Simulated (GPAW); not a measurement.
The system is In.

```
CELL_PARAMETERS angstrom
-1.62547 1.62547 2.47370
1.62547 -1.62547 2.47370
1.62547 1.62547 -2.47370
ATOMIC_POSITIONS crystal
In 0.00000 0.00000 0.00000
```

```yaml
Program: GPAW 26.7.0
Task: single point
Functional: PBEsol
Potentials_or_basis: PAW data sets generated in the run's folder for this functional
Cutoff: 600 eV
Basis: pw
k_mesh: 11 × 11 × 11
Occupations: fermi-dirac, width 0.05 eV
Spin: no spin polarisation
```

On this cell: pressure -1.3 GPa; band gap on the k mesh none (metal or under the smearing width).

The same run follows on a disturbed copy (cell strained at random at fixed volume):

```
In
1.0
    -1.64299    1.57678    2.43209
     1.65802   -1.63180    2.47812
     1.65199    1.64080   -2.46824
In
1
Direct
  0.99147 0.00315 0.99997
```

Q: What changes?

A: The energy (extrapolated to zero smearing) moves by +1.5 meV/atom; pressure -1.3 GPa; band gap on the k mesh none (metal or under the smearing width).

Stress tensor (GPa, compression positive):
```
-1.50 -0.01 -0.01
-0.01 -0.54  0.23
-0.01  0.23 -1.72
```
